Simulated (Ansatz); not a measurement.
# A strain series on KBr (rocksalt): epitaxial in the xy plane

Rocksalt KBr, relaxed with r2SCAN in the plane-wave code Ansatz, then strained (epitaxial in the xy plane; changes of length per length, axes as in the cell below) with the atoms relaxed again within the symmetry that is left. The symmetry is Fm-3m (No. 225, cubic); a = 6.604 Å in the conventional setting, 36.01 Å³ an atom. K has 6 Br at 3.30 Å; Br has 6 K at 3.30 Å. (Simulation; spin polarisation is off.)

```
K Br
1.0
     0.00000    3.30225    3.30225
     3.30225    0.00000    3.30225
     3.30225    3.30225    0.00000
K Br
1 1
Direct
  0.00000 0.00000 0.00000
  0.50000 0.50000 0.50000
```

Gaps are the least over each mesh (PBE 6×6×6, r2SCAN 6×6×6, HSE06 4×4×4 when unstrained) and the special points, which keep their unstrained names; stress is the change from the unstrained cell, compression positive.

```tsv
strain (%)	free normal strain (%)	gap, PBE (eV)	gap, r2SCAN (eV)	gap, HSE06 (eV)	edges, HSE06	in-plane stress, r2SCAN (GPa)	energy rise, r2SCAN (meV/atom)
-5.86	+1.41	4.684	5.336	5.877	Γ	+3.89	43.7
-5.15	+1.44	4.649	5.299	5.838	Γ	+3.22	32.8
-3.11	+0.86	4.567	5.214	5.747	Γ	+1.67	11.0
-2.5	+0.67	4.541	5.188	5.719	Γ	+1.28	7.0
0.0	0.00	4.430	5.071	5.596	Γ	0.00	0.0
+1.0	-0.17	4.378	5.016	5.541	Γ	-0.40	0.8
+2.54	-0.61	4.307	4.939	5.465	Γ	-0.89	5.2
+2.66	-0.56	4.300	4.932	5.457	Γ	-0.93	5.7
+4.0	-0.85	4.241	4.868	5.394	Γ	-1.27	12.3
+5.8	-1.27	4.169	4.790	5.316	Γ	-1.61	24.2
```

Between zero and the nearest strains the slope of the HSE06 gap against strain is -0.049 eV per percent for negative and -0.055 for positive strain.

Spin-orbit coupling is left out.

The meshes of the hybrids are coarse, so their gaps aren't converged to the digits shown.
